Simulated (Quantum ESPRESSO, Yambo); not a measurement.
# BP (F-43m): G0W0 in Yambo against the screening cutoff

Wanted: the cheapest screening cutoff that holds the gap of BP (F-43m).

Main program and level: Yambo 5.3.0; PBE and many-body steps on it, plane waves.

Most raw output is cut from this account.

## Step 1: The starting structure

The structure is cubic, space group F-43m (No. 216). The conventional cell has a = 4.538 Å, b = 4.538 Å, c = 4.538 Å, α = 90.00°, β = 90.00°, γ = 90.00°. Nearest to B lie 4 P at 1.97 Å. Nearest to P lie 4 B at 1.97 Å. Farther neighbours are not listed.

Structure file:

```xyz
2
Lattice="0.0000 2.2690 2.2690 2.2690 0.0000 2.2690 2.2690 2.2690 0.0000" Properties=species:S:1:pos:R:3 pbc="T T T"
B     0.0000    0.0000    0.0000
P     1.1345    1.1345    1.1345
```

The cell and positions come from the Crystallography Open Database and are kept as given unless a step says otherwise.

## Step 2: 3.25 Ha

This step: Yambo 5.3.0; G0W0 on PBE, plane waves, norm-conserving pseudopotentials.

Now the one-shot GW correction: screening in the RPA, then the self-energy of the levels asked for.

gw7.in

```
HF_and_locXC
gw0
dyson
ppa
em1d
rim_cut
RandQpts= 1000000
RandGvec= 1 RL
EXXRLvcs= 68 Ry
VXCRLvcs= 272 Ry
Chimod= "HARTREE"
% BndsRnXp
 1 | 73 |
%
NGsBlkXp= 6.5 Ry
% LongDrXp
 1 | 1 | 1 |
%
% GbndRnge
 1 | 73 |
%
DysSolver= "n"
ExtendOut
PPAPntXp= 27.21138 eV
% QPkrange
 1 | 1 | 3 | 6 |
 7 | 7 | 3 | 6 |
%
```

Run with:

```
> OMP_NUM_THREADS=1 mpirun -n 4 yambo -F gw7.in -J gw7 -C gw7 > gw7.log
```

Elapsed: 8.9 s, on 4 MPI ranks of Arm Neoverse V1, shared host; peak memory 1.1 GiB; 31 s of CPU time.

Numbers from this step:

| Item | Value |
| --- | --- |
| G0W0 gap on the points computed | 1.955 eV |
| starting gap on the mesh | 1.347 eV |
| k of the valence top | 0, 0, 0 |
| k of the conduction bottom | 0, -0.5, -0.5 |
| least direct G0W0 gap on the computed points | 4.212 eV |
| Z at the valence top | 0.7989 |
| Z at the conduction bottom | 0.8106 |

The gap on the mesh goes from 1.35 eV to 1.95 eV, a correction of +0.61 eV.

## Step 3: 5.25 Ha

gw8.in, as its differences from gw7.in of step 2:

```diff
@@ -14,3 +14,3 @@
 %
-NGsBlkXp= 6.5 Ry
+NGsBlkXp= 10.5 Ry
 % LongDrXp
```

Run with:

```
> OMP_NUM_THREADS=1 mpirun -n 4 yambo -F gw8.in -J gw8 -C gw8 > gw8.log
```

Elapsed: 11 s, on 4 MPI ranks; peak memory 1.1 GiB.

This step gave:

```
G0W0 gap on the points computed              : 1.989 eV
starting gap on the mesh                     : 1.347 eV
k of the valence top                         : 0, 0, 0
k of the conduction bottom                   : 0, -0.5, -0.5
least direct G0W0 gap on the computed points : 4.238 eV
Z at the valence top                         : 0.7982
Z at the conduction bottom                   : 0.8103
```

Against the run before, the gap moves by +0.034 eV.

## Step 4: 10.5 Ha

gw9.in, as its differences from gw8.in of step 3:

```diff
@@ -14,3 +14,3 @@
 %
-NGsBlkXp= 10.5 Ry
+NGsBlkXp= 21 Ry
 % LongDrXp
```

Run with:

```
> OMP_NUM_THREADS=1 mpirun -n 4 yambo -F gw9.in -J gw9 -C gw9 > gw9.log
```

Run time: 41 s. Hardware: 4 MPI ranks; peak memory 1.1 GiB; 2.6 min of CPU time.

Numbers from this step:

```yaml
g0w0_gap_on_the_points_computed: 2.029 eV
starting_gap_on_the_mesh: 1.347 eV
k_of_the_valence_top: 0, 0, 0
k_of_the_conduction_bottom: 0, -0.5, -0.5
least_direct_g0w0_gap_on_the_computed_points: 4.270 eV
```

Against the run before, the gap moves by +0.040 eV.

## Step 5: 13 Ha

gw10.in, as its differences from gw9.in of step 4:

```diff
@@ -14,3 +14,3 @@
 %
-NGsBlkXp= 21 Ry
+NGsBlkXp= 26 Ry
 % LongDrXp
```

Run with:

```
> OMP_NUM_THREADS=1 mpirun -n 4 yambo -F gw10.in -J gw10 -C gw10 > gw10.log
```

The job ended after 69 s (4 MPI ranks; peak memory 1.1 GiB).

Numbers from this step:

* G0W0 gap on the points computed: 2.030 eV
* starting gap on the mesh: 1.347 eV
* k of the valence top: 0, 0, 0
* k of the conduction bottom: 0, -0.5, -0.5
* least direct G0W0 gap on the computed points: 4.271 eV

Against the run before, the gap moves by +0.001 eV.

## Step 6: 16.25 Ha

gw11.in, as its differences from gw10.in of step 5:

```diff
@@ -14,3 +14,3 @@
 %
-NGsBlkXp= 26 Ry
+NGsBlkXp= 32.5 Ry
 % LongDrXp
```

Run with:

```
> OMP_NUM_THREADS=1 mpirun -n 4 yambo -F gw11.in -J gw11 -C gw11 > gw11.log
```

Wall time 2.3 min (4 MPI ranks); peak memory 1.2 GiB; 9 min of CPU time.

This step gave:

```yaml
g0w0_gap_on_the_points_computed: 2.031 eV
starting_gap_on_the_mesh: 1.347 eV
k_of_the_valence_top: 0, 0, 0
k_of_the_conduction_bottom: 0, -0.5, -0.5
least_direct_g0w0_gap_on_the_computed_points: 4.271 eV
```

Against the run before, the gap moves by +0.001 eV.

## Step 7: Side by side

Times are wall times on 4 MPI ranks of Arm Neoverse V1, shared host, good to a factor of about two.

```
     run   mesh  bands  screening cutoff (eV)  DFT gap (eV)  gap on the mesh (eV)  direct (eV)     time
 3.25 Ha  4×4×4     73                   88.4         1.347                 1.955        4.212    8.9 s
 5.25 Ha  4×4×4     73                  142.9         1.347                 1.989        4.238     11 s
 10.5 Ha  4×4×4     73                  285.7         1.347                 2.029        4.270     41 s
   13 Ha  4×4×4     73                  353.7         1.347                 2.030        4.271     69 s
16.25 Ha  4×4×4     73                  442.2         1.347                 2.031        4.271  2.3 min
```

## Step 8: What came out

```json
{
 "3.25 Ha": "1.955 eV",
 "5.25 Ha": "1.989 eV",
 "10.5 Ha": "2.029 eV",
 "13 Ha": "2.030 eV",
 "16.25 Ha": "2.031 eV",
 "known limits": "not at the basis limit; coarse k mesh"
}
```

**Reading.** The setting moved: screening cutoff. From 3.25 Ha to 16.25 Ha the gap moves by +0.08 eV, for 15 times the time. It holds to 0.03 eV from 10.5 Ha on. Bands and screening cutoff are coupled, so a series along one setting does not show full convergence. Bands and cutoff are finite, so the gap is not at the basis limit. The miss can reach some tenths of an eV and take either sign; the mesh is an error of its own. In the G0W0 runs levels were corrected at 2 k points alone, so a gap called «on the mesh» is the least over those, and an edge elsewhere would be missed. A denser mesh or path gives a starting gap of 1.26 eV: the GW mesh misses a band edge, so its gaps are not the fundamental one. The 4×4×4 mesh is coarse for this cell, which bears on the long-range parts of exchange and screening.

[Paths, hosts, dates, memory and timing lines, banners, echoed tables and standing remarks are left out of the program output.]

[Logs are printed without paths, hosts, clocks, repeated set-up lines and the standing remarks that a program may print on its own settings, such as how far it seeks lower states.]

[Runs of the session that timed out or met a known fault of the program may be left out.]

[Hosts, paths, dates, database ids (printed as entryN), source tags and the programs' standing remarks are cut or masked in the printed files.]
